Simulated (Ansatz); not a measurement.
**SnO2: band structure with RPBE**

The system is SnO2.

```xyz
12
Lattice="-3.2489 3.4145 3.4140 3.2489 -3.4145 3.4140 3.2489 3.4145 -3.4140" Properties=species:S:1:pos:R:3 pbc="T T T"
Sn   -1.6244    1.7072    1.7070
Sn    1.6244    1.7072    1.7070
Sn    3.2489   -1.7072    1.7316
Sn    0.0000    5.1217    1.6824
O     1.6068    1.7072    3.7998
O    -1.6068    1.7072    3.7998
O     0.0000    0.3858    1.6793
O     0.0000    3.0287    1.6793
O     3.2489    0.3858    1.7347
O     4.8557    1.7072   -0.3858
O     3.2489    3.0287    1.7347
O     1.6421    1.7072   -0.3858
```

The cell is a database's computed one.

| Property | Result |
| --- | --- |
| Program | Ansatz 0.2.0 |
| Task | band structure |
| Functional | RPBE |
| Potentials or basis | Ansatz PAW |
| Cutoff | 420 eV (not typed: the program's choice for these potentials) |
| k mesh | 6 × 6 × 6 |
| Occupations | fermi-dirac, width 0.05 eV |
| Spin | no spin polarisation |
| Path | [["G", "X", "L", "T", "W", "R", "X1", "Z", "G", "Y", "S", "W"], ["L1", "Y"], ["Y1", "Z"]] |
| Points for each segment of the path | 10 |

```yaml
Pressure: 3.1 GPa
Largest_force: 0.057 eV/Å
Band_gap_on_the_k_mesh: 0.72 eV
Band_gap_along_the_path: 0.72 eV
```

Forces on the atoms (eV/Å):
```
Sn   0.000  0.000  0.000
Sn   0.000  0.000  0.000
Sn   0.000  0.000 -0.057
Sn   0.000  0.000  0.057
O    0.029  0.000  0.003
O   -0.029  0.000  0.003
O    0.000  0.004  0.033
O    0.000 -0.004  0.033
O    0.000  0.004 -0.033
O    0.029  0.000 -0.003
O    0.000 -0.004 -0.033
O   -0.029  0.000 -0.003
```

Stress tensor (GPa, compression positive):
```
2.67 0.00 0.00
0.00 3.30 0.00
0.00 0.00 3.33
```

Levels at the corners of the path, in eV from the valence-band top:
```
point  band 49  band 50  band 51  band 52  band 53  band 54  band 55  band 56
    Γ    -0.76    -0.72    -0.71     0.00     0.72     4.41     4.41     5.76
    X    -1.16    -1.15    -0.83    -0.83     4.33     4.33     5.47     5.78
    L    -1.16    -1.15    -0.83    -0.83     4.33     4.33     5.47     5.78
    T    -0.80    -0.79    -0.49    -0.46     4.05     4.05     5.65     5.66
    W    -0.76    -0.76    -0.75    -0.75     5.01     5.01     5.02     5.02
    R    -0.79    -0.79    -0.48    -0.48     4.05     4.05     5.65     5.65
   X1    -1.16    -1.15    -0.83    -0.83     4.33     4.33     5.47     5.78
    Z    -1.16    -1.16    -0.83    -0.83     4.32     4.32     5.62     5.63
    Γ    -0.76    -0.72    -0.71     0.00     0.72     4.41     4.41     5.76
    Y    -1.16    -1.16    -0.83    -0.83     4.32     4.32     5.62     5.63
    S    -0.73    -0.73    -0.59    -0.58     3.93     3.93     5.89     5.90
    W    -0.76    -0.76    -0.75    -0.75     5.01     5.01     5.02     5.02
   L1    -1.16    -1.15    -0.83    -0.83     4.33     4.33     5.47     5.78
    Y    -1.16    -1.16    -0.83    -0.83     4.32     4.32     5.62     5.63
   Y1    -1.16    -1.16    -0.83    -0.83     4.32     4.32     5.62     5.63
    Z    -1.16    -1.16    -0.83    -0.83     4.32     4.32     5.62     5.63
```

Run time: 7 s on 4 threads of AMD EPYC 9R45 96-Core Processor (Zen 5) (shared host), peak memory 1.1 GiB.

Caveat: the pressure holds a Pulay correction of +0.7 GPa for the finite cutoff; spin-orbit coupling is left out, which moves the levels of the heavy elements; the PAW data sets come from PBE, with cores solved anew for the run's functional, which leaves a small shift of forces and pressure.
